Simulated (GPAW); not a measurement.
# V in GPAW: the effect of strain hydrostatic

Crystal: V.

```
CELL_PARAMETERS angstrom
-1.45378 1.45378 1.45378
1.45378 -1.45378 1.45378
1.45378 1.45378 -1.45378
ATOMIC_POSITIONS crystal
V 0.00000 0.00000 0.00000
```

Alike in all runs:

| Item | Value |
| --- | --- |
| Program | GPAW 26.7.0 |
| Task | single point |
| Functional | PBEsol |
| Potentials or basis | PAW data sets generated in the run's folder for this functional |
| Cutoff | 600 eV |
| Basis | pw |
| k mesh | 12 × 12 × 12 |
| Occupations | fermi-dirac, width 0.05 eV |
| Spin | collinear spin, ferromagnetic start |
| Starting moments | [2.0] μB |
| Maxiter | 150 |

```tsv
strain hydrostatic	pressure (GPa)
-0.04	12.7
-0.02	-0.4
-0.01	-5.9
0	-10.7
0.01	-15.0
0.02	?
0.04	-24.6
```

Q: What does the run with strain hydrostatic 0.02 give?

A: Pressure -18.7 GPa.

Worked out: A parabola through the other rows of the pressure, of slope -345 GPa per unit of strain hydrostatic there, gives -18.9 GPa, against the run's -18.7.

Caveats: the density grid can change from cell to cell, which puts small steps into energies and stress.
